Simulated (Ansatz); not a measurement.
Method: Ansatz, DFT PBE, scalar-relativistic, plane waves, PAW. All cells share a 420 eV cutoff and Γ-centred k meshes spaced at most about 0.3 Å⁻¹ (2π included). No spin polarisation in the final relaxations.

All energies are static (0 K, no zero-point motion). Lower structures may exist.

Question: Order these relaxed structures of ZnO by energy, lowest first, with the energy over the lowest of them.
A.

```cif
data_structure
_symmetry_space_group_name_H-M 'P4_2/mnm'
_symmetry_Int_Tables_number 136
_cell_length_a 5.6076
_cell_length_b 5.6076
_cell_length_c 3.2799
_cell_angle_alpha 90.000
_cell_angle_beta 90.000
_cell_angle_gamma 90.000
_cell_volume 103.14
loop_
_atom_site_label
_atom_site_type_symbol
_atom_site_symmetry_multiplicity
_atom_site_Wyckoff_symbol
_atom_site_fract_x
_atom_site_fract_y
_atom_site_fract_z
_atom_site_occupancy
Zn1 Zn 4 g 0.18177 0.18177 0.50000 1
O1 O 4 f 0.81839 0.18161 0.50000 1
```

B.

```cif
data_structure
_symmetry_space_group_name_H-M 'P6_3mc'
_symmetry_Int_Tables_number 186
_cell_length_a 3.2795
_cell_length_b 3.2795
_cell_length_c 5.2929
_cell_angle_alpha 90.000
_cell_angle_beta 90.000
_cell_angle_gamma 120.000
_cell_volume 49.30
loop_
_atom_site_label
_atom_site_type_symbol
_atom_site_symmetry_multiplicity
_atom_site_Wyckoff_symbol
_atom_site_fract_x
_atom_site_fract_y
_atom_site_fract_z
_atom_site_occupancy
Zn1 Zn 2 b 0.33333 0.66667 0.00149 1
O1 O 2 b 0.33333 0.66667 0.38061 1
```

C.

```cif
data_structure
_symmetry_space_group_name_H-M 'P6_3/mmc'
_symmetry_Int_Tables_number 194
_cell_length_a 3.2778
_cell_length_b 3.2778
_cell_length_c 7.6528
_cell_angle_alpha 90.000
_cell_angle_beta 90.000
_cell_angle_gamma 120.000
_cell_volume 71.20
loop_
_atom_site_label
_atom_site_type_symbol
_atom_site_symmetry_multiplicity
_atom_site_Wyckoff_symbol
_atom_site_fract_x
_atom_site_fract_y
_atom_site_fract_z
_atom_site_occupancy
Zn1 Zn 2 b 0.00000 0.00000 0.75000 1
O1 O 2 c 0.33333 0.66667 0.25000 1
```

D.

```cif
data_structure
_symmetry_space_group_name_H-M 'P4/nmm:1'
_symmetry_Int_Tables_number 129
_cell_length_a 3.8479
_cell_length_b 3.8479
_cell_length_c 3.5260
_cell_angle_alpha 90.000
_cell_angle_beta 90.000
_cell_angle_gamma 90.000
_cell_volume 52.21
loop_
_atom_site_label
_atom_site_type_symbol
_atom_site_symmetry_multiplicity
_atom_site_Wyckoff_symbol
_atom_site_fract_x
_atom_site_fract_y
_atom_site_fract_z
_atom_site_occupancy
Zn1 Zn 2 b 0.00000 0.00000 0.50000 1
O1 O 2 c 0.00000 0.50000 0.68466 1
```

Answer: B (0 meV/atom), A (23 meV/atom), C (218 meV/atom), D (327 meV/atom). Forms: B wurtzite type, P6_3mc; A P4_2/mnm; C P6_3/mmc; D P4/nmm. Counting O atoms around Zn (those within 1.25 times the shortest such distance or 1.15 times the sum of covalent radii): B has Zn 4; A has Zn 4; C has Zn 3; D has Zn 4.

Weakly bound directions are ill-defined at this level, which has no dispersion term (P6_3/mmc, P4/nmm), and this can change margins and order among such cells. A magnetic state wasn't ruled out in cells without spin, among them P4/nmm. The P6_3mc cell at 12.3 Å³/atom was relaxed from a measured cell (COD). The P4_2/mnm cell at 12.9 Å³/atom was relaxed from a Materials Project cell. The P6_3/mmc cell at 17.8 Å³/atom was relaxed from a Materials Project cell. With atoms moved at random, P6_3mc came back. Other cells relaxed within their symmetry can be saddle points. Some candidate types were left out of the draw beforehand, so a known form may be missing.
